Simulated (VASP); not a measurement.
VASP 6.6.1 run: BP

INCAR

```
SIGMA = 0.02
NBANDS = 11
NSW = 0
ISMEAR = -1
PREC = Accurate
LREAL = Auto
ISIF = 2
LASPH = .TRUE.
ENCUT = 520
LCHARG = .FALSE.
LWAVE = .FALSE.
EDIFF = 1E-7
NELM = 93
IBRION = -1
GGA = PE
```

KPOINTS

```
KPOINTS created by Atomic Simulation Environment
0
Gamma
10 10 10
0 0 0
```

POSCAR

```
B  P
 1.0000000000000000
     0.0000000000000000    2.2229493554999999    2.2229493554999999
     2.2229493554999999    0.0000000000000000    2.2229493554999999
     2.2229493554999999    2.2229493554999999    0.0000000000000000
 B   P
   1   1
Cartesian
  0.0000000000000000  0.0000000000000000  0.0000000000000000
  1.1114746777500000  1.1114746777500000  1.1114746777500000
```

The recommended PBE PAW datasets give the neutral cell 8 valence electrons.

Command

```
mpirun -np 1 vasp_std
```

OSZICAR

```
N       E                     dE             d eps       ncg     rms          rms(c)
DAV:   1     0.836408184969E+01    0.83641E+01   -0.39815E+03  1034   0.658E+02
DAV:   2    -0.131875830167E+02   -0.21552E+02   -0.20491E+02  1349   0.109E+02
DAV:   3    -0.137192181977E+02   -0.53164E+00   -0.53073E+00  1305   0.151E+01
DAV:   4    -0.137211125143E+02   -0.18943E-02   -0.18941E-02  1178   0.106E+00
DAV:   5    -0.137211216625E+02   -0.91482E-05   -0.91481E-05  1291   0.708E-02    0.788E+00
DAV:   6    -0.129944370247E+02    0.72668E+00   -0.15647E+00  1166   0.561E+00    0.423E+00
DAV:   7    -0.128832831259E+02    0.11115E+00   -0.29905E-01  1286   0.272E+00    0.141E+00
DAV:   8    -0.128748528860E+02    0.84302E-02   -0.28984E-02  1212   0.997E-01    0.212E-01
DAV:   9    -0.128751675515E+02   -0.31467E-03   -0.70478E-04  1207   0.185E-01    0.143E-01
DAV:  10    -0.128753565663E+02   -0.18901E-03   -0.23500E-04  1161   0.971E-02    0.298E-02
DAV:  11    -0.128753671732E+02   -0.10607E-04   -0.11808E-05  1320   0.227E-02    0.383E-02
DAV:  12    -0.128753680156E+02   -0.84248E-06   -0.46098E-06  1148   0.106E-02    0.179E-02
DAV:  13    -0.128753678872E+02    0.12842E-06   -0.13919E-07   970   0.239E-03    0.752E-03
DAV:  14    -0.128753679420E+02   -0.54810E-07   -0.54720E-08   592   0.129E-03
   1 F= -.12875368E+02 E0= -.12875368E+02  d E =-.345029E-10
```

Standard output (part)

```
POSCAR found type information on POSCAR B P
 POSCAR found :  2 types and       2 ions
|     You have a (more or less) 'small supercell' and for smaller cells       |
|     it is recommended to use the reciprocal-space projection scheme!        |
|     The real-space optimization is not efficient for small cells and it     |
|     is also less accurate ...                                               |
|     Therefore, set LREAL=.FALSE. in the INCAR file.                         |
 LDA part: xc-table for (Slater+PW92), standard interpolation
 POSCAR, INCAR and KPOINTS ok, starting setup
 WAVECAR not read
 entering main loop
```

From OUTCAR

```
k-points           NKPTS =     47   k-points in BZ     NKDIM =     47   number of bands    NBANDS=     11

   NELECT =       8.0000    total number of electrons

   dimension x,y,z NGX =    24 NGY =   24 NGZ =   24
   dimension x,y,z NGXF=    48 NGYF=   48 NGZF=   48

  energy-cutoff  :      520.00
  volume of cell :       21.97
      direct lattice vectors                 reciprocal lattice vectors
     0.000000000  2.222949355  2.222949355    -0.224926402  0.224926402  0.224926402
     2.222949355  0.000000000  2.222949355     0.224926402 -0.224926402  0.224926402
     2.222949355  2.222949355  0.000000000     0.224926402  0.224926402 -0.224926402

 k-points in reciprocal lattice and weights: KPOINTS created by Atomic Simulation Env
   0.00000000  0.00000000  0.00000000       0.001
   0.10000000  0.00000000  0.00000000       0.008
   0.20000000  0.00000000  0.00000000       0.008
   0.30000000  0.00000000  0.00000000       0.008
   0.40000000  0.00000000  0.00000000       0.008
   0.50000000  0.00000000  0.00000000       0.004
   0.10000000  0.10000000  0.00000000       0.006
   0.20000000  0.10000000  0.00000000       0.024
   ...

 E-fermi :   8.5356

 k-point     1 :       0.0000    0.0000    0.0000
  band No.  band energies     occupation
      1      -7.8442      2.00000
      2       8.1755      2.00000
      3       8.1755      2.00000
      4       8.1755      2.00000
      5      11.6749      0.00000
      6      11.6749      0.00000
      7      11.6749      0.00000
      8      16.5039      0.00000
      9      20.1221      0.00000
     10      20.4846      0.00000
     11      20.4846      0.00000

 k-point     2 :       0.1000    0.0000    0.0000
  band No.  band energies     occupation
      1      -7.6547      2.00000
      2       6.8285      2.00000
      3       7.8652      2.00000
      4       7.8652      2.00000
      5      12.1054      0.00000
      6      12.1054      0.00000
      7      12.1711      0.00000
      8      16.9578      0.00000
      9      19.7599      0.00000
     10      19.7599      0.00000
     11      20.7263      0.00000

 k-point     3 :       0.2000    0.0000    0.0000
  band No.  band energies     occupation
      1      -7.0928      2.00000
      2       4.3942      2.00000
      3       7.2807      2.00000
      4       7.2807      2.00000
      5      12.4751      0.00000
      6      12.8476      0.00000
      7      12.8476      0.00000
      8      17.9360      0.00000
      9      19.1354      0.00000
     10      19.1354      0.00000
     11      21.6147      0.00000

 k-point     4 :       0.3000    0.0000    0.0000
  band No.  band energies     occupation
      1      -6.1861      2.00000
      2       1.9273      2.00000
      3       6.7729      2.00000
      4       6.7729      2.00000
      5      12.4484      0.00000
      6      13.1426      0.00000
      7      13.1426      0.00000
      8      18.5744      0.00000
      9      19.7829      0.00000
     10      19.7829      0.00000
     11      21.9851      0.00000

 k-point     5 :       0.4000    0.0000    0.0000
  band No.  band energies     occupation
      1      -5.0419      2.00000
      2      -0.2083      2.00000
      3       6.4526      2.00000
      4       6.4526      2.00000
      5      12.3657      0.00000
      6      13.0228      0.00000
      7      13.0228      0.00000
      8      18.5890      0.00000
      9      21.6008      0.00000
     10      21.6008      0.00000
     11      22.9439      0.00000

 ...

  Total        1.6890289      1.6890289      1.6890289      0.0000000      0.0000000      0.0000000
  in kB      123.1768105    123.1768105    123.1768105      0.0000000      0.0000000      0.0000000
  external PRESSURE =     123.1768105 kB  Pullay stress =       0.0000000 kB

 POSITION                                       TOTAL-FORCE (eV/Angst)
 -----------------------------------------------------------------------------------
      0.00000      0.00000      0.00000        -0.000000     -0.000000     -0.000000
      1.11147      1.11147      1.11147         0.000000      0.000000      0.000000
 -----------------------------------------------------------------------------------
    total drift:                                0.000000      0.000000      0.000000

  FREE ENERGIE OF THE ION-ELECTRON SYSTEM (eV)
  ---------------------------------------------------
  free  energy   TOTEN  =       -12.8753679420 eV

  energy  without entropy=      -12.8753679420  energy(sigma->0) =      -12.87536794
```

It converged. Results: gap between bands v and c on the k mesh 1.15 eV; least direct gap on the k mesh 3.50 eV; pressure 12.3 GPa. Band v is the last that the valence electrons fill when counted band by band, and c is the next.

For comparison, a separate PBE run of the intended cell, on usual settings and not on those above, gives a gap of 1.15 eV on its mesh and a pressure of 12.3 GPa.

The run above took about 13 s on one core of a shared host (Intel Xeon Platinum 8488C) and held 0.13 GiB at most.
